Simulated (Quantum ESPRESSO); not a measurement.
**BN under changes of volume**

One of the cells (5.969 Å³/atom); the others are scaled copies at fixed shape and fractional positions:

```
CELL_PARAMETERS angstrom
2.55394 0.00000 0.00000
-1.27697 2.21178 0.00000
0.00000 0.00000 4.22685
ATOMIC_POSITIONS crystal
N 0.33333 0.66667 0.12528
N 0.66667 0.33333 0.62528
B 0.33333 0.66667 0.49972
B 0.66667 0.33333 0.99972
```

Measurements of this composition are mostly on another form, of space group No. 194.

```yaml
Program: Quantum ESPRESSO 7.5
Functional: LDA
Potentials_or_basis: GBRV 1.5 LDA
Cutoff: 612 eV
Density_cutoff: 4898 eV
k_mesh: 12 × 12 × 6
Occupations: fermi-dirac, width 0.05 eV
Spin: no spin polarisation
```

| volume (Å³/atom) | energy over the lowest point (meV/atom) | pressure (GPa) | gap on the mesh (eV) |
| --- | --- | --- | --- |
| 5.611 | 5.75 | 12.1 | 4.86 |
| 5.730 | 0.00 | 3.1 | 4.90 |
| 5.850 | 0.66 | -5.1 | 4.93 |
| 5.969 | ? | ? | ? |
| 6.088 | 18.88 | -19.2 | 4.99 |
| 6.208 | 35.44 | -25.4 | 5.02 |
| 6.327 | 56.38 | -31.0 | 5.04 |

Problem. What does the run at 5.969 Å³/atom give?

Solution. Energy over the lowest point 7.13 meV/atom; pressure -12.5 GPa; gap on the mesh 4.96 eV.

Worked out: A Birch-Murnaghan fit of order 3 (a polynomial in V^(-2/3)) to the other rows has its minimum at 5.78 Å³/atom with B0 = V·E''(V) = 400 GPa and B' = 3.6 at fixed shape and positions, which overstates the stiffness. It gives 7.12 meV/atom at 5.969 Å³/atom, against the run's 7.13, and -dE/dV = -12.3 GPa, against -12.5. A straight line through the other rows of the gap, of slope 1.5 eV per unit of ln V, gives 4.96 eV, against the run's 4.96.

Energies are extrapolated to zero smearing.

Caveats: the cell as given lies far from equilibrium (some runs).

A mesh can miss the band edges.
